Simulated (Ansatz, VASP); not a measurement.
Two plane-wave programs on TiN (Osbornite)

```
Ti N
1.0
     0.00000    2.11690    2.11690
     2.11690    0.00000    2.11690
     2.11690    2.11690    0.00000
Ti N
1 1
Direct
  0.00000 0.00000 0.00000
  0.50000 0.50000 0.50000
```

Alike in both runs: functional r2SCAN; k mesh 13 × 13 × 13; occupations fermi-dirac, width 0.1 eV; no spin polarisation.

Ansatz relaxed the structure, and its values are those at the end. VASP's run is a single point on that final structure, the one shown.

|  | VASP | Ansatz |
| --- | --- | --- |
| version | VASP 6.6.1 | Ansatz 0.2.0 |
| potentials or method | VASP PAW PBE potentials, release 64 (Ti_sv, N) | PAW plane waves |
| plane-wave cutoff (eV) | 520 | 500 |
| valence electrons in the cell | 17 | 17 |

VASP gave:

- gap on the k mesh at the Fermi level (eV): none
- pressure (GPa): 1.3

Task: What did Ansatz give for the same quantities?

Result: gap on the k mesh at the Fermi level (eV): none; pressure (GPa): 0.0.

A gap of «none» marks a metal or a gap that the smearing closes.

Caveats: the PAW data sets were made with another functional, which shifts forces and pressure a little (VASP).
